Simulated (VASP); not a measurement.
# BN (R3m) in VASP: further runs, part 2 of 2

VASP 6.6.1. Earlier steps stand in the parts before.

**4. Band structure, PW91**

POSCAR

```
BN
1.0
    1.2511217832      0.7223354983      3.3729344033
   -1.2511217832      0.7223354983      3.3729344033
    0.0000000000     -1.4446709966      3.3729344033
N B
1 1
Direct
    0.6672382000      0.6672382000      0.6672382000
    0.0003288000      0.0003288000      0.0003288000
```

INCAR.step1

```
  PREC = Accurate
  ENCUT = 520
  EDIFF = 1E-6
  ISMEAR = -1
  SIGMA = 0.05
  LREAL = False
  LASPH = True
  NELM = 60
  ALGO = Normal
  ISIF = 2
  LWAVE = False
  LCHARG = True
  GGA = 91
```

KPOINTS.step1

```
regular mesh
0
Gamma
  12 12 12
```

INCAR.step2

```
  PREC = Accurate
  ENCUT = 520
  EDIFF = 1E-6
  ISMEAR = 0
  SIGMA = 0.05
  LREAL = False
  LASPH = True
  NELM = 60
  ALGO = Normal
  ISIF = 2
  LWAVE = False
  LCHARG = False
  GGA = 91
  ICHARG = 11
```

KPOINTS.step2

```
path GLB1,BZGX,QFP1Z,LP
10
line-mode
reciprocal
 0.0000000000  0.0000000000  0.0000000000  G
 0.5000000000  0.0000000000  0.0000000000  L

 0.5000000000  0.0000000000  0.0000000000  L
 0.5000000000  0.1972419765 -0.1972419765  B1

 0.8027580235  0.5000000000  0.1972419765  B
 0.5000000000  0.5000000000  0.5000000000  Z

 0.5000000000  0.5000000000  0.5000000000  Z
 0.0000000000  0.0000000000  0.0000000000  G

 0.0000000000  0.0000000000  0.0000000000  G
 0.3486209883  0.0000000000 -0.3486209883  X

 0.6513790117  0.3486209883  0.0000000000  Q
 0.5000000000  0.5000000000  0.0000000000  F

 0.5000000000  0.5000000000  0.0000000000  F
 0.6513790117  0.6513790117  0.1972419765  P1

 0.6513790117  0.6513790117  0.1972419765  P1
 0.5000000000  0.5000000000  0.5000000000  Z

 0.5000000000  0.0000000000  0.0000000000  L
 0.8027580235  0.3486209883  0.3486209883  P
```

The run is started by

```
$ cat potpaw_PBE.64/N/POTCAR potpaw_PBE.64/B/POTCAR > POTCAR
$ cp INCAR.step1 INCAR
$ cp KPOINTS.step1 KPOINTS
$ mpirun -np 1 vasp_std > vasp.out
$ cp INCAR.step2 INCAR
$ cp KPOINTS.step2 KPOINTS
$ mpirun -np 1 vasp_std > vasp.out
```

Run time: 34 s. Hardware: 1 thread of Intel Xeon Platinum 8488C (Sapphire Rapids), shared host; peak memory 0.17 GiB.

Results (log left out):

| Item | Value |
| --- | --- |
| Band gap on the k mesh | 4.28 eV, indirect (least direct gap 4.70 eV) |
| Band gap along the path | 4.22 eV, indirect (least direct gap 4.71 eV) |

Levels at the corners of the path, in eV from the valence-band top:
| point | band 1 | band 2 | band 3 | band 4 | band 5 | band 6 | band 7 | band 8 |
| --- | --- | --- | --- | --- | --- | --- | --- | --- |
| Γ | -17.81 | -4.23 | -1.36 | -1.36 | 5.09 | 11.64 | 11.64 | 13.07 |
| L | -14.62 | -8.98 | -4.14 | -0.65 | 5.23 | 9.88 | 13.00 | 14.94 |
| L | -14.62 | -8.98 | -4.14 | -0.65 | 5.23 | 9.88 | 13.00 | 14.94 |
| B1 | -14.07 | -7.99 | -6.93 | -0.42 | 4.77 | 12.36 | 14.05 | 15.94 |
| B | -14.07 | -7.99 | -6.93 | -0.42 | 4.77 | 12.36 | 14.05 | 15.94 |
| Z | -17.55 | -6.19 | -1.38 | -1.38 | 10.03 | 11.57 | 11.57 | 12.20 |
| Z | -17.55 | -6.19 | -1.38 | -1.38 | 10.03 | 11.57 | 11.57 | 12.20 |
| Γ | -17.81 | -4.23 | -1.36 | -1.36 | 5.09 | 11.64 | 11.64 | 13.07 |
| Γ | -17.81 | -4.23 | -1.36 | -1.36 | 5.09 | 11.64 | 11.64 | 13.07 |
| X | -14.01 | -7.97 | -7.11 | -0.16 | 4.60 | 12.29 | 13.82 | 16.37 |
| Q | -14.01 | -7.97 | -7.11 | -0.16 | 4.60 | 12.29 | 13.82 | 16.37 |
| F | -14.55 | -8.85 | -4.19 | -1.23 | 4.22 | 9.88 | 14.17 | 17.48 |
| F | -14.55 | -8.85 | -4.19 | -1.23 | 4.22 | 9.88 | 14.17 | 17.48 |
| P1 | -14.66 | -8.71 | -4.13 | -1.54 | 4.95 | 9.94 | 14.25 | 16.53 |
| P1 | -14.66 | -8.71 | -4.13 | -1.54 | 4.95 | 9.94 | 14.25 | 16.53 |
| Z | -17.55 | -6.19 | -1.38 | -1.38 | 10.03 | 11.57 | 11.57 | 12.20 |
| L | -14.62 | -8.98 | -4.14 | -0.65 | 5.23 | 9.88 | 13.00 | 14.94 |
| P | -14.66 | -8.71 | -4.13 | -1.54 | 4.95 | 9.94 | 14.25 | 16.53 |

Caveat: the log is that of the step along the path at fixed density, whose energy, stress, charges and moments have no meaning; the PAW data sets were made with another functional, which shifts forces and pressure a little.

**5. Band structure, AM05**

POSCAR is that of step 4.

INCAR.step1

```
SYSTEM = BN
  ALGO = Normal
  EDIFF = 1E-6
  ENCUT = 520
  GGA = AM
  ISIF = 2
  ISMEAR = -1
  LASPH = .True.
  LCHARG = .True.
  LREAL = .False.
  LWAVE = .False.
  NELM = 80
  PREC = Accurate
  SIGMA = 0.05
```

KPOINTS.step1

```
k-points
0
Gamma
  12 12 12
  0 0 0
```

INCAR.step2

```
SYSTEM = BN
  ALGO = Normal
  EDIFF = 1E-6
  ENCUT = 520
  GGA = AM
  ICHARG = 11
  ISIF = 2
  ISMEAR = 0
  LASPH = .True.
  LCHARG = .False.
  LREAL = .False.
  LWAVE = .False.
  NELM = 80
  PREC = Accurate
  SIGMA = 0.05
```

KPOINTS.step2: that of step 4 with these lines changed.

```diff
@@ -1,3 +1,3 @@
 path GLB1,BZGX,QFP1Z,LP
-10
+15
 line-mode
```

Potentials or basis: VASP PAW PBE potentials, release 64 (N, B).

The run is started by

```
$ cat potpaw_PBE.64/N/POTCAR potpaw_PBE.64/B/POTCAR > POTCAR
$ cp INCAR.step1 INCAR
$ cp KPOINTS.step1 KPOINTS
$ mpirun -np 1 vasp_std > vasp.out
$ cp INCAR.step2 INCAR
$ cp KPOINTS.step2 KPOINTS
$ mpirun -np 1 vasp_std > vasp.out
```

OUTCAR:

```text
SYSTEM = BN
   EDIFF = 1E-6
   ENCUT = 520
   GGA = AM
   ICHARG = 11
   ISIF = 2
   ISMEAR = 0
   LASPH = .True.
   LREAL = .False.
   NELM = 80
   PREC = Accurate

 ion  position               nearest neighbor table
   1  0.667  0.667  0.667-   2 1.44   2 1.44   2 1.44
   2  0.000  0.000  0.000-   1 1.44   1 1.44   1 1.44

  LATTYP: Found a trigonal (rhomboedric) cell.
 ALAT       =     3.6692997666
 COS(alpha) =     0.7674786797

  Lattice vectors:

[... 445 lines left out ...]
------------------------ aborting loop because EDIFF is reached ----------------------------------------

  FORCE on cell =-STRESS in cart. coord.  units (eV):
  Direction    XX          YY          ZZ          XY          YZ          ZX
  --------------------------------------------------------------------------------------
  -------------------------------------------------------------------------------------
  Total        2.3655914      2.3655914      1.6476113      0.0000000     -0.0000000      0.0000000
  in kB      207.2299957    207.2299957    144.3336701      0.0000000     -0.0000000      0.0000000
  external PRESSURE =     186.2645539 kB  Pullay stress =       0.0000000 kB

 VOLUME and BASIS-vectors are now :
 -----------------------------------------------------------------------------
  energy-cutoff  :      520.00
  volume of cell :       18.29
      direct lattice vectors                 reciprocal lattice vectors
     1.251121783  0.722335498  3.372934403     0.399641351  0.230733042  0.098825916
    -1.251121783  0.722335498  3.372934403    -0.399641351  0.230733042  0.098825916
     0.000000000 -1.444670997  3.372934403     0.000000000 -0.461466083  0.098825916

 POSITION                                       TOTAL-FORCE (eV/Angst)
 -----------------------------------------------------------------------------------
      0.00000      0.00000      6.75165         0.000000      0.000000      0.027326
      0.00000      0.00000      0.00333         0.000000     -0.000000     -0.027326
 -----------------------------------------------------------------------------------
    total drift:                                0.000000      0.000000     -0.002999

  FREE ENERGIE OF THE ION-ELECTRON SYSTEM (eV)
  ---------------------------------------------------
  free  energy   TOTEN  =       -16.9763742895 eV

  energy  without entropy=      -16.9763742895  energy(sigma->0) =      -16.97637429
```

OUTCAR.step1:

```text
SYSTEM = BN
   EDIFF = 1E-6
   ENCUT = 520
   GGA = AM
   ISIF = 2
   ISMEAR = -1
   LASPH = .True.
[... 486 lines left out ...]
      0.00000      0.00000      6.75165         0.000000      0.000000     -0.004036
      0.00000      0.00000      0.00333         0.000000     -0.000000      0.004036
 -----------------------------------------------------------------------------------
    total drift:                               -0.000000      0.000000      0.000078

  FREE ENERGIE OF THE ION-ELECTRON SYSTEM (eV)
  ---------------------------------------------------
  free  energy   TOTEN  =       -18.0492909514 eV

  energy  without entropy=      -18.0492909514  energy(sigma->0) =      -18.04929095
```

It took 38 s on 1 thread of Intel Xeon Platinum 8488C (Sapphire Rapids), shared host; peak memory 0.16 GiB.

What came out:

- Band gap on the k mesh: 4.23 eV, indirect (least direct gap 4.65 eV)
- Band gap along the path: 4.19 eV, indirect (least direct gap 4.65 eV)

Levels at the corners of the path, in eV from the valence-band top:
| point | band 2 | band 3 | band 4 | band 5 | band 6 | band 7 |
| --- | --- | --- | --- | --- | --- | --- |
| Γ | -4.26 | -1.29 | -1.29 | 5.14 | 11.58 | 11.58 |
| L | -8.97 | -4.10 | -0.65 | 5.19 | 9.86 | 13.01 |
| L | -8.97 | -4.10 | -0.65 | 5.19 | 9.86 | 13.01 |
| B1 | -8.01 | -6.89 | -0.42 | 4.73 | 12.33 | 14.05 |
| B | -8.01 | -6.89 | -0.42 | 4.73 | 12.33 | 14.05 |
| Z | -6.21 | -1.31 | -1.31 | 10.07 | 11.51 | 11.51 |
| Z | -6.21 | -1.31 | -1.31 | 10.07 | 11.51 | 11.51 |
| Γ | -4.26 | -1.29 | -1.29 | 5.14 | 11.58 | 11.58 |
| Γ | -4.26 | -1.29 | -1.29 | 5.14 | 11.58 | 11.58 |
| X | -8.00 | -7.06 | -0.15 | 4.56 | 12.26 | 13.82 |
| Q | -8.00 | -7.06 | -0.15 | 4.56 | 12.26 | 13.82 |
| F | -8.84 | -4.16 | -1.23 | 4.19 | 9.85 | 14.19 |
| F | -8.84 | -4.16 | -1.23 | 4.19 | 9.85 | 14.19 |
| P1 | -8.70 | -4.10 | -1.55 | 4.91 | 9.91 | 14.27 |
| P1 | -8.70 | -4.10 | -1.55 | 4.91 | 9.91 | 14.27 |
| Z | -6.21 | -1.31 | -1.31 | 10.07 | 11.51 | 11.51 |
| L | -8.97 | -4.10 | -0.65 | 5.19 | 9.86 | 13.01 |
| P | -8.70 | -4.10 | -1.55 | 4.91 | 9.91 | 14.27 |

Caveat: the log is that of the step along the path at fixed density, whose energy, stress, charges and moments have no meaning; the PAW data sets were made with another functional, which shifts forces and pressure a little.

**6. The runs side by side**

| level | further INCAR settings | gap on the mesh (eV) |
| --- | --- | --- |
| revPBE | ALGO = Fast; EDIFF = 1e-06; NBANDS = 11 | 4.36 |
| BLYP | ALGO = Normal; EDIFF = 1e-07 | 4.35 |
| PW91 | ALGO = Normal; EDIFF = 1e-06 | 4.28 |
| AM05 | ALGO = Normal; EDIFF = 1e-06 | 4.23 |

Alike in all rows: task band structure; potentials or basis VASP PAW PBE potentials, release 64 (N, B); no spin polarisation; cell as given; k mesh 12 × 12 × 12; cutoff (eV) 520; smearing fermi-dirac 0.05 eV.

On the cell as given the gap runs from 4.19 eV (AM05) to 4.31 eV (revPBE).

Caveats: the PAW data sets were made with another functional, which shifts forces and pressure a little.

Total energies depend on the potentials used, so only differences within one code and one set of settings carry meaning.
